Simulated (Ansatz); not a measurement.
# Zn (P6_3/mmc) in Ansatz: further runs

Runs on Zn. Level: BLYP+D4. Tasks: band structure.

All numbers are computed with Ansatz 0.2.0; they aren't measurements. Logs are shortened: lines on timing, memory, paths and dates and some standing lists are left out, and cuts for length are marked.

### 1 The undisturbed crystal

The structure is hexagonal, space group P6_3/mmc (No. 194). The conventional cell has a = 2.670 Å, b = 2.670 Å, c = 4.966 Å, α = 90.00°, β = 90.00°, γ = 120.00°. Around Zn (site symmetry -6m2) lie 12 Zn at 2.67 to 2.92 Å.

### 2 Band structure, BLYP+D4 (volume scaled by 0.88)

run.py

```python
import json

import ase.io
import numpy as np

import ansatz as az

atoms = ase.io.read("Zn.cif")
atoms.info.pop("occupancy", None)

calculation = (
    az.Crystal.from_ase(atoms)
    .calculation()
    .kpoints(11, 11, 6)
    .functional("blyp", dispersion="d4")
    .pseudopotentials(kind="paw", source="jth")
    .scf(extra_bands=6)
    .occupations(method="tetrahedron")
    .band_structure(path=(((0.0, 0.0, 0.0), (0.5, 0.0, 0.0), (0.3333333333, 0.3333333333, 0.0), (0.0, 0.0, 0.0),
        (0.0, 0.0, 0.5), (0.5, 0.0, 0.5), (0.3333333333, 0.3333333333, 0.5), (0.0, 0.0, 0.5)), ((0.5, 0.0, 0.5),
        (0.5, 0.0, 0.0)), ((0.3333333333, 0.3333333333, 0.0), (0.3333333333, 0.3333333333, 0.5))), intervals=14)
    .fat_bands()
    .forces()
    .stress()
)
outcome = calculation.run(threads=2, events_out="events.jsonl")

report = outcome.report
for line in open("events.jsonl"):
    event = json.loads(line)
    if event["event"] == "scf_iter":
        d = event["data"]
        print(f"SCF {d['iter']:3d}  HF = {d['harris_foulkes_ev']:.6f} eV  dr2 = {d['dr2_ev']:.2e} eV")
    elif event["event"] in ("relax_step", "md_step"):
        d = event["data"]
        print(f"{event['event']} {d['step']:3d}  E = {d['lagrangian_ev']:.6f} eV")
np.set_printoptions(precision=5, suppress=True, linewidth=110)
print("converged:", report["converged"], "after", report["n_iterations"], "iterations")
print(f"free energy {report['free_energy_ev']:.6f} eV, Fermi level {report['fermi_energy_ev']:.4f} eV")
for key in ("band_edges_ev", "magnetization_mub", "site_moments_mub", "site_moments_nc_mub", "forces_ev_ang",
                "stress_gpa"):
    if report.get(key) is not None:
        print(key, np.array(report[key]), sep="\n")
```

Zn.cif

```cif
data_Zn
_cell_length_a 2.55861820
_cell_length_b 2.55861820
_cell_length_c 4.75883820
_cell_angle_alpha 90.00000000
_cell_angle_beta 90.00000000
_cell_angle_gamma 120.00000000
_space_group_name_H-M_alt 'P1'
_space_group_name_Hall 'P 1'
_space_group_IT_number 1
loop_
_space_group_symop_operation_xyz
'x,y,z'
loop_
_atom_site_label
_atom_site_type_symbol
_atom_site_symmetry_multiplicity
_atom_site_Wyckoff_symbol
_atom_site_fract_x
_atom_site_fract_y
_atom_site_fract_z
_atom_site_occupancy
Zn1 Zn 1 a 0.6666666667 0.3333333333 0.7500000000 1
Zn2 Zn 1 a 0.3333333333 0.6666666667 0.2500000000 1
```

Potentials or basis: JTH PAW.

Command:

```
python run.py
```

What it wrote:

```text
DeckWarning: output.forces, output.stress, relax.cell or npt_langevin: where a Kohn–Sham band that disperses or a degenerate level is filled in part under the method tetrahedron, the forces or the stress that this run publishes need not agree with its energy (scf.occupations.method in the input reference, under Limitations); prefer a smearing scheme for the forces or the stress
DeckWarning: basis.ecutwfc = 1080 eV, auto-derived from the records' recommended cutoffs: set by Zn (normal level)
DeckWarning: pseudopotentials/Zn.paw.azcp: the checks of this Zn dataset prove no rule for summing its radial tables, as where they were carried onto another mesh than they were made on, and Gregory's rule is taken, under which a leading mesh point left out moves its sums only by what lay on the interval it spanned. That does not make them correct, and they differ from Quantum ESPRESSO's on this file; a re-export a fr [...]
PlacementWarning: RAYON_NUM_THREADS=2 ignored (pool sized by the plan → 2); use plan(threads=…)
SCF   1  HF = -6655.123510 eV  dr2 = 7.00e-01 eV
SCF   2  HF = -6654.906418 eV  dr2 = 4.19e-02 eV
SCF   3  HF = -6654.869520 eV  dr2 = 2.61e-02 eV
SCF   4  HF = -6654.860298 eV  dr2 = 6.44e-04 eV
SCF   5  HF = -6654.860370 eV  dr2 = 5.05e-06 eV
SCF   6  HF = -6654.860397 eV  dr2 = 4.48e-08 eV
SCF   7  HF = -6654.860396 eV  dr2 = 6.83e-10 eV
converged: True after 7 iterations
free energy -6654.860396 eV, Fermi level 15.0814 eV
magnetization_mub
0.0
forces_ev_ang
[[-0. -0.  0.]
 [ 0.  0.  0.]]
stress_gpa
[[12.13568  0.       0.     ]
 [ 0.      12.13568  0.     ]
 [ 0.       0.       7.24218]]
```

bands.tsv:

```text
# k_distance	band_0	band_1	band_2	band_3	band_4	band_5	band_6	band_7	band_8	band_9	band_10	band_11	band_12	band_13	band_14	band_15	band_16	band_17
# fermi_ev = 15.081355
# lock_threshold_ev = 1e-12
# [0, 0, 0] at k_distance = 0.000000
# [0.5, 0, 0] at k_distance = 1.417796
# [0.3333333333, 0.3333333333, 0] at k_distance = 2.236361
# [0, 0, 0] at k_distance = 3.873491
# [0, 0, 0.5] at k_distance = 4.533650
# [0.5, 0, 0.5] at k_distance = 5.951446
# [0.3333333333, 0.3333333333, 0.5] at k_distance = 6.770011
# [0, 0, 0.5] at k_distance = 8.407141
# [0.5, 0, 0.5] at k_distance = 8.407141
# [0.5, 0, 0] at k_distance = 9.067301
# [0.3333333333, 0.3333333333, 0] at k_distance = 9.067301
# [0.3333333333, 0.3333333333, 0.5] at k_distance = 9.727460
# jumps = 99 114
# n_points = 129
# levels_relative_to = fermi_ev
# free_energy_ev = -6654.860396
# largest_residual_norms_ev = 1.981e-6 1.454e-6 1.174e-6 9.462e-7 1.501e-6 1.247e-6 1.324e-6 1.028e-6 9.864e-7 7.064e-7 2.860e-6 2.813e-6 6.083e-6 1.385e-5 7.675e-6 1.348e-5 9.462e-6 9.855e-6
0.000000	-11.172713	-9.137492	-8.279529	-7.974104	-7.974104	-7.912594	-7.912594	-7.517325	-7.517325	-7.260858	-7.260858	-3.912323	-2.907804	14.645672	18.637578	18.993153	18.993153	20.509945
0.101271	-11.131351	-9.117415	-8.274379	-7.979227	-7.963129	-7.918052	-7.902140	-7.526967	-7.521785	-7.291657	-7.260260	-3.839432	-2.888496	14.692283	17.994696	18.488801	18.639792	19.911286
0.202542	-11.007888	-9.059189	-8.260129	-7.993055	-7.932906	-7.930623	-7.871201	-7.558461	-7.534679	-7.372698	-7.258754	-3.629247	-2.829333	14.830289	16.288329	17.597537	18.509372	19.483286
0.303813	-10.804419	-8.969177	-8.240900	-8.011730	-7.950777	-7.877837	-7.821035	-7.623590	-7.554744	-7.471739	-7.257020	-3.301342	-2.726605	14.483095	15.052761	16.673721	18.255537	19.020691
0.405085	-10.525347	-8.859360	-8.223541	-8.033809	-7.953880	-7.806860	-7.753717	-7.736032	-7.580321	-7.553241	-7.255777	-2.876219	-2.574298	12.686899	15.339564	15.783180	17.900087	18.144052
0.506356	-10.179593	-8.749991	-8.208868	-8.059550	-7.917672	-7.875915	-7.720601	-7.672105	-7.619346	-7.609669	-7.255524	-2.369919	-2.364462	10.928251	14.946029	15.609284	16.755668	17.516850
[... 91 lines left out ...]
8.290203	-9.732658	-9.732658	-8.014923	-8.014923	-7.962722	-7.962722	-7.951461	-7.951461	-7.368672	-7.368672	-7.345569	-7.345569	5.189446	5.189446	19.521640	19.521640	19.624957	19.624957
8.407141	-9.780691	-9.780691	-7.988498	-7.988498	-7.965585	-7.965585	-7.965585	-7.965585	-7.366465	-7.366465	-7.366465	-7.366465	5.138630	5.138630	20.403519	20.403519	20.403519	20.403519

8.407141	-8.865641	-8.865641	-8.504071	-8.504071	-7.551877	-7.551877	-7.299258	-7.299258	-7.014703	-7.014703	-1.957894	-1.957894	0.530509	0.530509	10.990848	10.990848	13.005744	13.005744
8.454295	-8.873829	-8.857983	-8.509588	-8.493685	-7.581304	-7.522210	-7.338183	-7.266961	-7.015996	-7.013432	-2.032873	-1.903270	0.542289	0.572438	10.810911	10.964118	12.744058	13.282208
8.501450	-8.881324	-8.851991	-8.511765	-8.477095	-7.610130	-7.492670	-7.382525	-7.242295	-7.017297	-7.012195	-2.123503	-1.870980	0.608238	0.664629	10.467727	10.747937	12.498118	13.572329
8.548604	-8.887026	-8.848457	-8.512111	-8.453426	-7.638013	-7.463635	-7.430898	-7.226014	-7.018596	-7.011004	-2.223827	-1.859669	0.725221	0.802112	10.023023	10.402091	12.268782	13.874791
8.595758	-8.890074	-8.847654	-8.511993	-8.422446	-7.664628	-7.481788	-7.435482	-7.218584	-7.019878	-7.009870	-2.328000	-1.865390	0.887221	0.979743	9.523060	9.982830	12.056814	14.187986
8.642912	-8.889873	-8.849362	-8.512606	-8.384562	-7.689670	-7.533591	-7.408587	-7.220148	-7.021130	-7.008805	-2.431061	-1.883108	1.086771	1.192947	8.995933	9.527430	11.862905	14.509906
8.690067	-8.886085	-8.853036	-8.514951	-8.340681	-7.712858	-7.584665	-7.383318	-7.230488	-7.022338	-7.007820	-2.529145	-1.907983	1.316123	1.437922	8.458071	9.058675	11.687679	14.837951
8.737221	-8.878619	-8.858002	-8.519816	-8.292057	-7.733936	-7.633390	-7.360030	-7.248987	-7.023485	-7.006925	-2.619418	-1.936028	1.567677	1.711532	7.919428	8.591283	11.531699	15.168639
8.784375	-8.867633	-8.863600	-8.527712	-8.240228	-7.752676	-7.678250	-7.339058	-7.274574	-7.024554	-7.006129	-2.699896	-1.964256	1.833725	2.011068	7.386513	8.136237	11.395467	15.497171
8.831529	-8.869247	-8.853569	-8.538771	-8.187059	-7.768877	-7.717917	-7.320714	-7.305647	-7.025523	-7.005441	-2.769253	-1.990546	2.105680	2.333920	6.864126	7.703601	11.279422	15.797454
8.878684	-8.874469	-8.837228	-8.552593	-8.134894	-7.782368	-7.751338	-7.339941	-7.305279	-7.026368	-7.004867	-2.826649	-2.013453	2.372805	2.677042	6.356620	7.304748	11.183948	15.773933
8.925838	-8.878893	-8.819928	-8.568053	-8.086797	-7.793009	-7.777780	-7.374342	-7.292998	-7.027064	-7.004415	-2.871587	-2.032024	2.620475	3.035723	5.869495	6.954555	11.109356	15.753471
8.972992	-8.882241	-8.803741	-8.583076	-8.046782	-7.800688	-7.796821	-7.404715	-7.284074	-7.027584	-7.004088	-2.903802	-2.045645	2.828340	3.399655	5.413543	6.673454	11.055895	15.737894
9.020146	-8.884325	-8.791680	-8.594530	-8.019688	-7.808277	-7.805328	-7.426090	-7.278656	-7.027907	-7.003890	-2.923163	-2.053949	2.970429	3.735561	5.022324	6.487426	11.023746	15.728210
9.067301	-8.885031	-8.787114	-8.598912	-8.010012	-7.812097	-7.806879	-7.433872	-7.276839	-7.028016	-7.003824	-2.929622	-2.056737	3.021497	3.907855	4.831577	6.421714	11.013018	15.724930

9.067301	-8.423345	-8.201261	-8.201261	-8.096610	-8.009880	-8.009880	-7.755537	-7.478042	-7.385205	-7.385205	0.286250	0.286250	0.374068	5.522855	6.830637	6.830637	6.938591	6.938591
9.114455	-8.421607	-8.203355	-8.203355	-8.096602	-8.008690	-8.008690	-7.755731	-7.480425	-7.383760	-7.383760	0.292818	0.292818	0.384052	5.479140	6.435268	6.435268	7.349183	7.349183
9.161609	-8.416418	-8.209354	-8.209354	-8.096602	-8.005346	-8.005346	-7.756294	-7.487496	-7.379507	-7.379507	0.312497	0.312497	0.413946	5.354723	6.006802	6.006802	7.823209	7.823209
9.208764	-8.407858	-8.218524	-8.218524	-8.096689	-8.000417	-8.000417	-7.757176	-7.499017	-7.372690	-7.372690	0.345213	0.345213	0.463577	5.165978	5.594175	5.594175	8.311395	8.311395
9.255918	-8.396059	-8.229932	-8.229932	-8.096995	-7.994581	-7.994581	-7.758291	-7.514597	-7.363694	-7.363694	0.390815	0.390815	0.532668	4.931637	5.198994	5.198994	8.811510	8.811510
9.303072	-8.381215	-8.242651	-8.242651	-8.097711	-7.988435	-7.988435	-7.759514	-7.533704	-7.353015	-7.353015	0.449033	0.449033	0.620845	4.667885	4.822307	4.822307	9.321530	9.321530
9.350226	-8.363580	-8.255865	-8.255865	-8.099089	-7.982430	-7.982430	-7.760679	-7.555673	-7.341227	-7.341227	0.519404	0.519404	0.727654	4.386957	4.465203	4.465203	9.838884	9.838884
9.397381	-8.343480	-8.268887	-8.268887	-8.101448	-7.976861	-7.976861	-7.761573	-7.579721	-7.328946	-7.328946	0.601145	0.601145	0.852573	4.097571	4.129019	4.129019	10.360001	10.360001
9.444535	-8.321315	-8.281160	-8.281160	-8.105166	-7.971910	-7.971910	-7.761931	-7.604969	-7.316792	-7.316792	0.692959	0.692959	0.995028	3.805839	3.815567	3.815567	10.879673	10.879673
9.491689	-8.297571	-8.292230	-8.292230	-8.110671	-7.967675	-7.967675	-7.761431	-7.630470	-7.305363	-7.305363	0.792670	0.792670	1.154405	3.516071	3.527474	3.527474	11.389998	11.389998
9.538843	-8.301740	-8.301740	-8.272819	-8.118410	-7.964200	-7.964200	-7.759691	-7.655257	-7.295202	-7.295202	0.896640	0.896640	1.330059	3.231359	3.268787	3.268787	11.878554	11.878554
9.585998	-8.309410	-8.309410	-8.247720	-8.128791	-7.961503	-7.961503	-7.756276	-7.678409	-7.286781	-7.286781	0.998796	0.998796	1.521320	2.953984	3.045920	3.045920	12.325466	12.325466
9.633152	-8.315033	-8.315033	-8.222999	-8.142109	-7.959582	-7.959582	-7.750714	-7.699136	-7.280482	-7.280482	1.089339	1.089339	1.727486	2.685684	2.868952	2.868952	12.699511	12.699511
9.680306	-8.318463	-8.318463	-8.199418	-8.158464	-7.958434	-7.958434	-7.742534	-7.716872	-7.276589	-7.276589	1.154155	1.154155	1.947827	2.427834	2.752196	2.752196	12.956464	12.956464
9.727460	-8.319616	-8.319616	-8.177702	-8.177702	-7.958051	-7.958051	-7.731336	-7.731336	-7.275271	-7.275271	1.178115	1.178115	2.181561	2.181561	2.710909	2.710909	13.049381	13.049381
```

fatbands.tsv:

```text
# ik	k_distance	band	e_minus_ef	zn0_l0_4S	zn0_l2_3D	zn1_l0_4S	zn1_l2_3D
# fermi_ev = 15.081355
# lock_threshold_ev = 1e-12
# [0, 0, 0] at k_distance = 0.000000
# [0.5, 0, 0] at k_distance = 1.417796
# [0.3333333333, 0.3333333333, 0] at k_distance = 2.236361
# [0, 0, 0] at k_distance = 3.873491
# [0, 0, 0.5] at k_distance = 4.533650
# [0.5, 0, 0.5] at k_distance = 5.951446
# [0.3333333333, 0.3333333333, 0.5] at k_distance = 6.770011
# [0, 0, 0.5] at k_distance = 8.407141
# [0.5, 0, 0.5] at k_distance = 8.407141
# [0.5, 0, 0] at k_distance = 9.067301
# [0.3333333333, 0.3333333333, 0] at k_distance = 9.067301
# [0.3333333333, 0.3333333333, 0.5] at k_distance = 9.727460
# jumps = 99 114
# n_points = 129
0	0.000000	0	-11.172713	0.496426	0.002450	0.496426	0.002450
0	0.000000	1	-9.137492	0.071777	0.428134	0.071777	0.428134
0	0.000000	2	-8.279529	0.002467	0.497489	0.002467	0.497489
0	0.000000	3	-7.974104	0.000000	0.499974	0.000000	0.499974
0	0.000000	4	-7.974104	0.000000	0.499974	0.000000	0.499974
0	0.000000	5	-7.912594	0.000000	0.499976	0.000000	0.499976
[... 1774 lines left out ...]
98	8.407141	16	20.403519	0.000000	0.000006	0.000000	0.000006
98	8.407141	17	20.403519	0.000000	0.000006	0.000000	0.000006

99	8.407141	0	-8.865641	0.019272	0.480570	0.019272	0.480570
99	8.407141	1	-8.865641	0.019272	0.480570	0.019272	0.480570
99	8.407141	2	-8.504071	0.001116	0.498001	0.001116	0.498001
99	8.407141	3	-8.504071	0.001116	0.498001	0.001116	0.498001
99	8.407141	4	-7.551877	0.000000	0.499921	0.000000	0.499921
99	8.407141	5	-7.551877	0.000000	0.499921	0.000000	0.499921
[... 262 lines left out ...]
113	9.067301	16	11.013018	0.000000	0.000000	0.000000	0.000000
113	9.067301	17	15.724930	0.006977	0.000025	0.006977	0.000025

114	9.067301	0	-8.423345	0.000000	0.499645	0.000000	0.499645
114	9.067301	1	-8.201261	0.008042	0.486987	0.008042	0.486987
114	9.067301	2	-8.201261	0.008042	0.486987	0.008042	0.486987
114	9.067301	3	-8.096610	0.000000	0.490113	0.000000	0.490113
114	9.067301	4	-8.009880	0.000000	0.498898	0.000000	0.498898
114	9.067301	5	-8.009880	0.000000	0.498898	0.000000	0.498898
[... 262 lines left out ...]
128	9.727460	16	13.049381	0.000000	0.000115	0.000000	0.000115
128	9.727460	17	13.049381	0.000000	0.000115	0.000000	0.000115
```

It took 9.8 s on 2 threads of Arm Neoverse V1, shared host; peak memory 0.55 GiB.

What came out:

- Free energy: -6654.8604 eV
- Pressure: 10.5 GPa
- Band gap on the k mesh: none (metal or under the smearing width)

Levels at the corners of the path, in eV from the Fermi level:
```
point  band 8  band 9  band 10  band 11  band 12  band 13  band 14  band 15  band 16  band 17
    Γ   -7.52   -7.52    -7.26    -7.26    -3.91    -2.91    14.65    18.64    18.99    18.99
    M   -7.28   -7.03    -7.00    -2.93    -2.06     3.02     3.91     4.83     6.42    11.01
    K   -7.48   -7.39    -7.39     0.29     0.29     0.37     5.52     6.83     6.83     6.94
    Γ   -7.52   -7.52    -7.26    -7.26    -3.91    -2.91    14.65    18.64    18.99    18.99
    A   -7.97   -7.37    -7.37    -7.37    -7.37     5.14     5.14    20.40    20.40    20.40
    L   -7.30   -7.01    -7.01    -1.96    -1.96     0.53     0.53    10.99    10.99    13.01
    H   -7.73   -7.28    -7.28     1.18     1.18     2.18     2.18     2.71     2.71    13.05
    A   -7.97   -7.37    -7.37    -7.37    -7.37     5.14     5.14    20.40    20.40    20.40
    L   -7.30   -7.01    -7.01    -1.96    -1.96     0.53     0.53    10.99    10.99    13.01
    M   -7.28   -7.03    -7.00    -2.93    -2.06     3.02     3.91     4.83     6.42    11.01
    K   -7.48   -7.39    -7.39     0.29     0.29     0.37     5.52     6.83     6.83     6.94
    H   -7.73   -7.28    -7.28     1.18     1.18     2.18     2.18     2.71     2.71    13.05
```

Caveat: the potentials were made for another functional, which shifts forces and pressure; pairwise dispersion overbinds metals, which lowers pressure and volume; with tetrahedron occupations forces and stress needn't match the slope of the energy.

### 3 Band structure, BLYP+D4 (volume scaled by 0.88)

input.yaml

```yaml
crystal:
  lattice:
    - [2.5586182, 0.0, 0.0]
    - [-1.2793091, 2.2158283598, 0.0]
    - [0.0, 0.0, 4.7588382]
  atoms:
    - { symbol: Zn, position: [0.6666666667, 0.3333333333, 0.75] }
    - { symbol: Zn, position: [0.3333333333, 0.6666666667, 0.25] }
hamiltonian:
  xc: blyp
  pseudopotentials: { kind: paw, source: jth }
  dispersion: d4
kpoints:
  mp_grid: { grid: [11, 11, 6] }
  band_path:
    path:
      - [[0.0, 0.0, 0.0], [0.5, 0.0, 0.0], [0.3333333333, 0.3333333333, 0.0], [0.0, 0.0, 0.0], [0.0, 0.0, 0.5], [0.5, 0.0, 0.5], [0.3333333333, 0.3333333333, 0.5], [0.0, 0.0, 0.5]]
      - [[0.5, 0.0, 0.5], [0.5, 0.0, 0.0]]
      - [[0.3333333333, 0.3333333333, 0.0], [0.3333333333, 0.3333333333, 0.5]]
    npoints: 14
scf:
  occupations: { method: tetrahedron }
  n_extra_bands: 6
output:
  forces: true
  stress: true
  fatbands: true
```

Potentials or basis: JTH PAW.

Command:

```
ansatz run input.yaml --threads 2 --pin off --max-ram 5120MiB --backend cpu --events-out ev --progress --plain --runs-dir out
```

Run time: 8.8 s. Hardware: 2 threads of Arm Neoverse V1, shared host; peak memory 0.41 GiB.

The run converged. Its results:

- Free energy: -6654.8604 eV
- Pressure: 10.5 GPa
- Band gap on the k mesh: none (metal or under the smearing width)

Stress tensor (GPa, compression positive):
```
12.14  0.00  0.00
 0.00 12.14  0.00
 0.00  0.00  7.24
```

Levels at the corners of the path, in eV from the Fermi level:
| point | band 10 | band 11 | band 12 | band 13 | band 14 | band 15 |
| --- | --- | --- | --- | --- | --- | --- |
| Γ | -7.26 | -7.26 | -3.91 | -2.91 | 14.65 | 18.64 |
| M | -7.00 | -2.93 | -2.06 | 3.02 | 3.91 | 4.83 |
| K | -7.39 | 0.29 | 0.29 | 0.37 | 5.52 | 6.83 |
| Γ | -7.26 | -7.26 | -3.91 | -2.91 | 14.65 | 18.64 |
| A | -7.37 | -7.37 | -7.37 | 5.14 | 5.14 | 20.40 |
| L | -7.01 | -1.96 | -1.96 | 0.53 | 0.53 | 10.99 |
| H | -7.28 | 1.18 | 1.18 | 2.18 | 2.18 | 2.71 |
| A | -7.37 | -7.37 | -7.37 | 5.14 | 5.14 | 20.40 |
| L | -7.01 | -1.96 | -1.96 | 0.53 | 0.53 | 10.99 |
| M | -7.00 | -2.93 | -2.06 | 3.02 | 3.91 | 4.83 |
| K | -7.39 | 0.29 | 0.29 | 0.37 | 5.52 | 6.83 |
| H | -7.28 | 1.18 | 1.18 | 2.18 | 2.18 | 2.71 |

Caveat: pairwise dispersion overbinds metals, which lowers pressure and volume; with tetrahedron occupations forces and stress needn't match the slope of the energy.
